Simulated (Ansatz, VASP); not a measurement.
# One calculation of CdTe, two programs

```
Cd Te
1.0
     3.78569    0.00000    0.00000
     0.00000    3.78569    0.00000
     0.00000    0.00000    3.78569
Cd Te
1 1
Direct
  0.00000 0.00000 0.00000
  0.50000 0.50000 0.50000
```

Alike in both runs: functional PBE; k mesh 11 × 11 × 11; occupations fermi-dirac, width 0.05 eV; no spin polarisation.

Ansatz relaxed the structure, and its values are those at the end. VASP's run is a single point on that final structure, the one shown.

|  | VASP | Ansatz |
| --- | --- | --- |
| version | VASP 6.6.1 | Ansatz 0.2.0 |
| potentials or method | VASP PAW PBE potentials, release 64 (Cd, Te) | PAW with Ansatz's default frozen-core files, scalar-relativistic |
| plane-wave cutoff (eV) | 520 | 420 |
| valence electrons in the cell | 18 | 36 |

```csv
,VASP,Ansatz,Ansatz less VASP
pressure (GPa),0.1,0.0,-0.12
```

The functional is the same, so the differences come from potentials, cutoffs and numerics. The two sets of potentials don't hold the same shells in valence.

Spin-orbit coupling is left out, which matters for the levels of Te.
